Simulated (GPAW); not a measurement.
# ZnS (Wurtzite-6H) (P6_3mc) in GPAW: single point with PBE

Aim: the single point of ZnS (Wurtzite-6H) with PBE.

Everything below comes from runs of GPAW 26.7.0. Logs are shortened: lines on timing, memory, paths and dates and some standing lists are left out, and cuts for length are marked. The log counts tension as positive stress, the text compression.

**Experimental background.**

A printed reference work, monograph reports, for a bulk crystal of ZnS at 4 K: band gap 3.911 eV (direct).

The runs below are set against these values where they give the same quantity.

## 1. The crystal as given

It takes space group P6_3mc (No. 186, hexagonal). Conventional cell: a = 3.812 Å, b = 3.812 Å, c = 18.690 Å, α = 90.00°, β = 90.00°, γ = 120.00°. Around Zn (site symmetry 3m) lie 4 S at 2.33 to 2.34 Å. Around Zn (site symmetry 3m) lie 4 S at 2.33 to 2.34 Å. Around Zn (site symmetry 3m) lie 4 S at 2.33 to 2.34 Å. Around S (site symmetry 3m) lie 4 Zn at 2.33 to 2.34 Å. Around S (site symmetry 3m) lie 4 Zn at 2.33 to 2.34 Å. S (site symmetry 3m) is surrounded by 4 Zn at 2.33 to 2.34 Å.

## 2. Single point, PBE

Input file run.py:

```python
from ase.dft.bandgap import bandgap
from ase.io import read, write
from ase.units import GPa
from gpaw import GPAW, PW

atoms = read('ZnS.xyz')

calc = GPAW(mode=PW(600),
            xc='PBE',
            kpts={'size': (8, 8, 2), 'gamma': True},
            occupations={'name': 'methfessel-paxton', 'order': 0, 'width': 0.011},
            nbands=84,
            convergence={'density': 1e-05, 'energy': 1e-05},
            maxiter=150,
            txt='gpaw.txt')
atoms.calc = calc
energy = atoms.get_potential_energy()
forces = atoms.get_forces()
stress = atoms.get_stress()
calc.write('gs.gpw')
write('result.traj', atoms)
print(f'Energy: {energy:.6f} eV')
print('Forces (eV/A):')
print(forces.round(4))
print('Stress (GPa):', (stress / GPa).round(3))
print('Fermi level:', round(calc.get_fermi_level(), 4), 'eV')
print(f'Gap: {bandgap(calc)[0]:.4f} eV, direct: {bandgap(calc, direct=True)[0]:.4f} eV')
```

Input file ZnS.xyz:

```xyz
12
Lattice="3.8120000000 0.0000000000 0.0000000000 -1.9060000000 3.3012888392 0.0000000000 0.0000000000 0.0000000000 18.6899900000" Properties=species:S:1:pos:R:3 pbc="T T T"
Zn    -0.0000000002      2.2008592262     15.5749293667
Zn     1.9060000002      1.1004296130      6.2299343667
Zn     1.9060000002      1.1004296130     12.4600556333
Zn    -0.0000000002      2.2008592262      3.1150606333
Zn     0.0000000000      0.0000000000      9.3449950000
Zn     0.0000000000      0.0000000000      0.0000000000
S     -0.0000000002      2.2008592262     17.9111781167
S      1.9060000002      1.1004296130      8.5661831167
S      1.9060000002      1.1004296130     14.7963043833
S     -0.0000000002      2.2008592262      5.4513093833
S      0.0000000000      0.0000000000     11.6812437500
S      0.0000000000      0.0000000000      2.3362487500
```

Potentials or basis: GPAW PAW data sets (gpaw-data 1.2.1), pw.

Launch:

```console
OMP_NUM_THREADS=1 python run.py
```

gpaw.txt:

```text
__  _  _
 | _ |_)|_||  |
 |__||  | ||/\| - 26.7.0

Input parameters:
  mode=PW(ecut=600.0),
  convergence={'density': 1e-05, 'energy': 1e-05},
  kpts=MonkhorstPack(size=(8, 8, 2), gamma=True),
  maxiter=150,
  nbands=84,
  occupations=Occupations(name='methfessel-paxton', order=0, width=0.011),
  xc=XC(name='PBE')

Diagonalizing LCAO Hamiltonian
Converting LCAO to pw mode

         S

         Zn
             S

             Zn

       S

       Zn    S

         S   Zn

         Zn

       S

       Zn

Atoms  # Å, Bohr magnetons
|    | symbol |         x |        y |         z |    initial magnetic moments |
|----|--------|-----------|----------|-----------|-----------------------------|
|  0 |     Zn | -0.000000 | 2.200859 | 15.574929 | ( 0.0000,  0.0000,  0.0000) |
|  1 |     Zn |  1.906000 | 1.100430 |  6.229934 | ( 0.0000,  0.0000,  0.0000) |
|  2 |     Zn |  1.906000 | 1.100430 | 12.460056 | ( 0.0000,  0.0000,  0.0000) |
|  3 |     Zn | -0.000000 | 2.200859 |  3.115061 | ( 0.0000,  0.0000,  0.0000) |
|  4 |     Zn |  0.000000 | 0.000000 |  9.344995 | ( 0.0000,  0.0000,  0.0000) |
|  5 |     Zn |  0.000000 | 0.000000 |  0.000000 | ( 0.0000,  0.0000,  0.0000) |
|  6 |      S | -0.000000 | 2.200859 | 17.911178 | ( 0.0000,  0.0000,  0.0000) |
|  7 |      S |  1.906000 | 1.100430 |  8.566183 | ( 0.0000,  0.0000,  0.0000) |
|  8 |      S |  1.906000 | 1.100430 | 14.796304 | ( 0.0000,  0.0000,  0.0000) |
|  9 |      S | -0.000000 | 2.200859 |  5.451309 | ( 0.0000,  0.0000,  0.0000) |
| 10 |      S |  0.000000 | 0.000000 | 11.681244 | ( 0.0000,  0.0000,  0.0000) |
| 11 |      S |  0.000000 | 0.000000 |  2.336249 | ( 0.0000,  0.0000,  0.0000) |

Unit cell  # Å
| periodic |         x |        y |         z |   lengths |     angles |
|----------|-----------|----------|-----------|-----------|------------|
|      yes |  3.812000 | 0.000000 |  0.000000 |  3.812000 |  90.000000 |
|      yes | -1.906000 | 3.301289 |  0.000000 |  3.812000 |  90.000000 |
|      yes |  0.000000 | 0.000000 | 18.689990 | 18.689990 | 120.000000 |

Number of symmetries: 6
Symmetry operations  # r_c * U_cc + t_c -> r_c
|   | kind |            matrix            |
|---|------|------------------------------|
| 0 |  σ   |  1, 1, 0,  0,-1, 0,  0, 0, 1 |
| 1 |  E   |  1, 0, 0,  0, 1, 0,  0, 0, 1 |
| 2 |  C3  |  0, 1, 0, -1,-1, 0,  0, 0, 1 |
| 3 |  σ   |  0,-1, 0, -1, 0, 0,  0, 0, 1 |
| 4 |  σ   | -1, 0, 0,  1, 1, 0,  0, 0, 1 |
| 5 |  C3  | -1,-1, 0,  1, 0, 0,  0, 0, 1 |

BZ-sampling:
  Number of BZ points: 128
  Number of IBZ points: 20

  Monkhorst-Pack size: [8, 8, 2]
  Monkhorst-Pack shift: [0.0625, 0.0625, 0.25]

K-points  # in reciprocal-cell coordinates
|     |                                coordinates |     weight |
|-----|--------------------------------------------|------------|
|   0 | (  0.00000000,   0.00000000,   0.00000000) | 0.00781250 |
|   1 | (  0.00000000,   0.00000000,   0.50000000) | 0.00781250 |
|   2 | (  0.12500000,   0.00000000,   0.00000000) | 0.04687500 |
|   3 | (  0.12500000,   0.00000000,   0.50000000) | 0.04687500 |
|   4 | (  0.25000000,  -0.12500000,   0.00000000) | 0.04687500 |
|   5 | (  0.25000000,  -0.12500000,   0.50000000) | 0.04687500 |
|   6 | (  0.25000000,   0.00000000,   0.00000000) | 0.04687500 |
|   7 | (  0.25000000,   0.00000000,   0.50000000) | 0.04687500 |
|   8 | (  0.37500000,  -0.12500000,   0.00000000) | 0.09375000 |
|   9 | (  0.37500000,  -0.12500000,   0.50000000) | 0.09375000 |
| ... |                                            |            |
|  19 | (  0.50000000,   0.50000000,   0.50000000) | 0.02343750 |

Plane wave coefficients: 7890
Cutoff: 600.0 eV

Spin-components: 1 (collinear spins)
Bands:           84
Projectors:      66
Spin-degeneracy: 2
Datatype:        complex128

Parallelization:
  kpt:    1
  domain: 1
  band:   1

Density:
  Valence electrons: 108.0
  Components: 1
  Grid points: [ 24  24 108]
  Charge: 0.0  # |e|

Potential:
  Grid points: [ 24  24 108]

species:
  Zn:
    name:    Zinc
    Z:       30.0
    valence: 12
    core:    18
    charge:  0.0  # [|e|]
    compensation charges:
      type: gauss
      rc: 0.37  # [Å]
      lmax: 2
    cutoffs:
      filter: 2.14  # [Å]
      core: 2.28  # [Å]
    projectors
    | kind |    occ | energy [eV] | rcut [Å] |
    |------|--------|-------------|----------|
    |   4s |  2.000 |      -5.977 |    1.286 |
    |   4p |  0.000 |      -1.117 |    1.270 |
    |   3d | 10.000 |     -10.142 |    1.180 |
    |    s |        |      21.234 |    1.286 |
    |    p |        |      26.095 |    1.270 |
    |    d |        |      17.070 |    1.180 |

    Using partial waves for Zn as LCAO basis

  S:
    name:    Sulfur
    Z:       16.0
    valence: 6
    core:    10
    charge:  0.0  # [|e|]
    compensation charges:
      type: gauss
      rc: 0.24  # [Å]
      lmax: 2
    cutoffs:
      filter: 1.77  # [Å]
      core: 1.66  # [Å]
    projectors
    | kind |    occ | energy [eV] | rcut [Å] |
    |------|--------|-------------|----------|
    |   3s |  2.000 |     -17.254 |    0.974 |
    |   3p |  4.000 |      -7.008 |    0.979 |
    |    s |        |       9.957 |    0.974 |
    |    p |        |      20.203 |    0.979 |
    |    d |        |       0.000 |    0.900 |

    Using partial waves for S as LCAO basis

Reference energy: -358313.679303  # eV

eigensolver:
  PPCG
  Converge bands: occupied
  niter=2

density mixing:
  MSR1-Mixer
  Pratt-step length: 0.05
  Maximum mixing coefficient: 0.75
  Old densities: 10
  SVD Regularization: 0.005
  Good broyden scale: 1.0
  Trust region scale: 1.0
  Backstep threshold: 4.0
  History deletion threshold: 6.0
  Fourier metric: weight=20.0, sigma=0.015

occupation numbers:
  Methfessel-Paxton:
    width: 0.0110  # eV
    order: 0

poisson solver:
  ecut: 4800.0  # eV

xc functional:
  name: PBE with 2 nearest neighbor stencil

convergence criteria:
- Maximum integral of absolute [dens]ity change: 1e-05 electrons / valence electron
- Maximum [total energy] change in last 3 cyles: 1e-05 eV / valence electron
- Maximum integral of absolute [eigenst]ate change: 4e-08 eV^2 / valence electron
maximum number of iterations: 150

SCF iterations
|iter     | |      energy | eigst |  dens |
|---------|-|-------------|-------|-------|
|iter:   1| |  -42.954385 | +1.04 |       |
|iter:   2| |  -43.142136 | +0.31 | -1.19 |
|iter:   3| |  -41.769750 | -0.26 | -1.23 |
|iter:   4| |  -41.521104 | -1.25 | -1.62 |
|iter:   5| |  -41.501988 | -2.01 | -1.97 |
|iter:   6| |  -41.510992 | -2.29 | -2.25 |
|iter:   7| |  -41.509505 | -2.84 | -2.80 |
|iter:   8| |  -41.509891 | -3.44 | -3.27 |
|iter:   9| |  -41.509837c| -3.94 | -3.47 |
|iter:  10| |  -41.509853c| -4.62 | -4.08 |
|iter:  11| |  -41.509854c| -5.25 | -4.62 |
|iter:  12| |  -41.509855c| -5.76 | -4.90 |
|iter:  13| |  -41.509855c| -6.38 | -5.27c|
|iter:  14| |  -41.509855c| -7.05 | -5.50c|
|iter:  15| |  -41.509855c| -7.53c| -5.94c|

Converged in 15 steps
Energy contributions relative to reference atoms: (reference = -358313.679303)

Energy contributions:
  Kinetic:          68.098001
  Coulomb:         -57.532706
  Zero:              0.329745
  External:          0.000000
  Xc:              -52.404895
  Entropy:           0.000000
  Spinorbit:         0.000000
  ----------------------------
  Free energy:     -41.509855
  Extrapolated:    -41.509855

dipole moment: (-19.420632, -33.637521, -24.739257)  # |e|*Ang

Fermi level: 4.594
Eigenvalues  # (at kpt = [0.000, 0.000, 0.000])
| band index |      eig [eV] | occ [0-2] |
|------------|---------------|-----------|
|          0 |        -9.364 |     2.000 |
|        ... |               |           |
|         46 |         3.151 |     2.000 |
|         47 |         3.576 |     2.000 |
|         48 |         3.576 |     2.000 |
|         49 |         3.587 |     2.000 |
|         50 |         3.587 |     2.000 |
|         51 |         3.804 |     2.000 |
[... 8 lines left out ...]
|         60 |        10.111 |     0.000 |
|         61 |        10.149 |     0.000 |
|        ... |               |           |
|         83 |        15.959 |     0.000 |

Gap: 2.157 eV
Transition (v -> c):
  (s=0, k=0, n=53, [0.00, 0.00, 0.00]) -> (s=0, k=0, n=54, [0.00, 0.00, 0.00])
No difference between direct/indirect transitions

Forces  # eV/Ang
|        x |        y |        z |
|----------|----------|----------|
| -0.00000 | -0.00000 |  0.00256 |  # Zn   0
|  0.00000 |  0.00000 |  0.00258 |  # Zn   1
| -0.00000 |  0.00000 |  0.01304 |  # Zn   2
|  0.00000 |  0.00000 |  0.01299 |  # Zn   3
|  0.00000 |  0.00000 | -0.00311 |  # Zn   4
| -0.00000 | -0.00000 | -0.00311 |  # Zn   5
|  0.00000 |  0.00000 | -0.02993 |  # S    6
| -0.00000 | -0.00000 | -0.02982 |  # S    7
|  0.00000 |  0.00000 | -0.00690 |  # S    8
| -0.00000 | -0.00000 | -0.00689 |  # S    9
|  0.00000 |  0.00000 |  0.02441 |  # S   10
| -0.00000 | -0.00000 |  0.02422 |  # S   11

Stress tensor  # eV/Ang^3
|         x |         y |         z |
|-----------|-----------|-----------|
| -0.013293 |  0.000000 |  0.000000 |
|  0.000000 | -0.013293 |  0.000000 |
|  0.000000 |  0.000000 | -0.013626 |

# Writing to gs.gpw (mode='')
```

It took 6.6 min on 1 thread of Arm Neoverse V2, shared host; peak memory 0.53 GiB.

Results:

```yaml
Free_energy: -41.5099 eV
Pressure: 2.1 GPa
Largest_force: 0.030 eV/Å
Band_gap_on_the_k_mesh: 2.16 eV, direct
```

Forces in eV/Å, atoms in the order of the input:
```
Zn   0.000  0.000  0.003
Zn   0.000  0.000  0.003
Zn   0.000  0.000  0.013
Zn   0.000  0.000  0.013
Zn   0.000  0.000 -0.003
Zn   0.000  0.000 -0.003
S    0.000  0.000 -0.030
S    0.000  0.000 -0.030
S    0.000  0.000 -0.007
S    0.000  0.000 -0.007
S    0.000  0.000  0.024
S    0.000  0.000  0.024
```

Caveat: the cell's inner coordinates are idealised or old, which leaves forces on the atoms.

## 3. Comparison with measurements

Step 2. Against the measured gap of ZnS, 3.911 eV (direct; 4 K; a printed reference work, monograph), the calculated 2.16 eV is off by -1.75 eV. The value is that of PBE on a finite k mesh, which can miss the band edges, without temperature or zero-point motion. Semilocal functionals fall short of measured gaps as a rule.
